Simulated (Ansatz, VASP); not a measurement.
**One calculation of Ir, two programs**

File INCAR:

```
PREC = Accurate
ENCUT = 600
EDIFF = 1E-6
ISMEAR = -1
SIGMA = 0.05
LREAL = F
LASPH = T
NELM = 100
ALGO = Normal
ISIF = 3
LWAVE = F
LCHARG = F
GGA = RE
IBRION = 2
NSW = 60
EDIFFG = -0.01
```

Contents of KPOINTS:

```
regular mesh
0
Gamma
  11 11 6
```

POSCAR

```
Ir
1.0
    2.7513778946      0.0000000000      0.0000000000
   -1.3756889473      2.3827631521      0.0000000000
    0.0000000000      0.0000000000      4.4622900000
Ir
2
Direct
    0.3333333333      0.6666666667      0.2500000000
    0.6666666667      0.3333333333      0.7500000000
```

Contents of input.yaml:

```yaml
crystal:
  lattice:
    - [2.7513778946, 0.0, 0.0]
    - [-1.3756889473, 2.3827631521, 0.0]
    - [0.0, 0.0, 4.46229]
  atoms:
    - { symbol: Ir, position: [0.3333333333, 0.6666666667, 0.25] }
    - { symbol: Ir, position: [0.6666666667, 0.3333333333, 0.75] }
hamiltonian:
  xc: revpbe
  pseudopotentials: { kind: paw }
kpoints:
  mp_grid: { grid: [11, 11, 6] }
scf:
  occupations: { method: fermi_dirac, width: 0.05 }
output:
  forces: true
  stress: true
  eigenvalues: true
  write_density: true
  write_potential: true
  elf: true
  volumetric_format: npy
relax:
  f_tol: 0.01
  max_steps: 40
  cell: { stress_tol: 0.05 }
```

This isn't the form of Ir at room conditions, which is fcc.

Alike in both runs: task relaxation of cell and atoms; functional revPBE; k mesh 11 × 11 × 6; occupations fermi-dirac, width 0.05 eV; no spin polarisation.

|  | VASP | Ansatz |
| --- | --- | --- |
| version | VASP 6.6.1 | Ansatz 0.2.0 |
| potentials or method | VASP PAW PBE potentials, release 64 (Ir) | Ansatz PAW |
| plane-wave cutoff (eV) | 600 | 420 |
| valence electrons in the cell | 18 | 34 |

|  | VASP | Ansatz | Ansatz less VASP |
| --- | --- | --- | --- |
| gap on the k mesh at the Fermi level, each at its own relaxed structure (eV) | none | none | - |
| relaxed volume (Å³/atom) | 14.72 | 14.70 | -0.019 |
| relaxed cell length with the largest relative difference (Å) | 2.758 | 2.757 | -0.0012 |

A gap of «none» marks a metal or a gap that the smearing closes. The two sets of potentials don't hold the same shells in valence.

Caveats: the PAW data sets were made with another functional, which shifts forces and pressure a little (VASP); the plane-wave basis is chosen anew once the cell has moved, so the energies of steps on either side of that aren't comparable (Ansatz); the PAW data sets come from PBE, with cores solved anew for the run's functional, which leaves a small shift of forces and pressure (Ansatz). The runs have no spin-orbit coupling, so splittings on Ir are missing.
